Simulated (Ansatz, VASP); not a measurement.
# One calculation of Sc, two programs

```
CELL_PARAMETERS angstrom
0.00000 2.27868 2.27868
2.27868 0.00000 2.27868
2.27868 2.27868 0.00000
ATOMIC_POSITIONS crystal
Sc 0.00000 0.00000 0.00000
```

This isn't the form of Sc at room conditions, which is hcp.

Alike in both runs: task single point; functional PBEsol; k mesh 9 × 9 × 9; occupations fermi-dirac, width 0.05 eV; no spin polarisation.

|  | VASP | Ansatz |
| --- | --- | --- |
| version | VASP 6.6.1 | Ansatz 0.2.0 |
| potentials or method | VASP PAW PBE potentials, release 64 (Sc_sv) | plane waves, PAW |
| plane-wave cutoff (eV) | 520 | 500 |
| valence electrons in the cell | 11 | 11 |

```csv
,VASP,Ansatz,Ansatz less VASP
pressure (GPa),-0.2,-0.2,0.00
```

Caveats: the PAW data sets were made with another functional, which shifts forces and pressure a little (VASP).
